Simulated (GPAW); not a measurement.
Wanted: an ASE script for a GPAW 26.7.0 run.

* Task: single point
* Functional: PBE
* Potentials or basis: GPAW PAW data sets (gpaw-data 1.2.1)
* Cutoff: 500 eV
* Basis: pw
* k mesh: 7 × 7 × 4
* Occupations: fermi-dirac, width 0.05 eV
* Spin: no spin polarisation
* Maxiter: 120
* Convergence: default

The system is TiTe2.

```
CELL_PARAMETERS angstrom
3.77700 0.00000 0.00000
-1.88850 3.27098 0.00000
0.00000 0.00000 6.49800
ATOMIC_POSITIONS crystal
Te 0.33333 0.66667 0.73720
Te 0.66667 0.33333 0.26280
Ti 0.00000 0.00000 0.00000
```

These files were run (other wordings do the same):

run.py

```python
from ase import Atoms
from ase.dft.bandgap import bandgap
from ase.io import write
from ase.units import GPa
from gpaw import GPAW, PW

atoms = Atoms(['Te', 'Te', 'Ti'],
              cell=[[3.777, 0.0, 0.0],
                    [-1.8885, 3.2709779501, 0.0],
                    [0.0, 0.0, 6.498]],
              scaled_positions=[[0.3333333333, 0.6666666667, 0.7372],
                                [0.6666666667, 0.3333333333, 0.2628],
                                [0.0, 0.0, 0.0]],
              pbc=True)

calc = GPAW(mode=PW(500),
            xc='PBE',
            kpts={'size': (7, 7, 4), 'gamma': True},
            occupations={'name': 'fermi-dirac', 'width': 0.05},
            nbands=24,
            maxiter=120,
            txt='gpaw.txt')
atoms.calc = calc
energy = atoms.get_potential_energy()
forces = atoms.get_forces()
stress = atoms.get_stress()
calc.write('gs.gpw')
write('result.traj', atoms)
print(f'Energy: {energy:.6f} eV')
print('Forces (eV/A):')
print(forces.round(4))
print('Stress (GPa):', (stress / GPa).round(3))
print('Fermi level:', round(calc.get_fermi_level(), 4), 'eV')
print(f'Gap: {bandgap(calc)[0]:.4f} eV, direct: {bandgap(calc, direct=True)[0]:.4f} eV')
```

Potentials or basis: GPAW PAW data sets (gpaw-data 1.2.1), pw.

The run is started by

```sh
$ OMP_NUM_THREADS=1 python run.py
```

It gave:

| Item | Value |
| --- | --- |
| Pressure | 0.6 GPa |
| Largest force | 0.013 eV/Å |
| Band gap on the k mesh | none (metal or under the smearing width) |

Caveat: the cutoff is short for stress and forces, so pressures can be off by a GPa or more; this functional lacks dispersion, which binds the layers, so the pressure and a relaxed spacing across them are unreliable.

Wall time 20 s on 1 thread of Arm Neoverse V2 (shared host), peak memory 0.17 GiB.
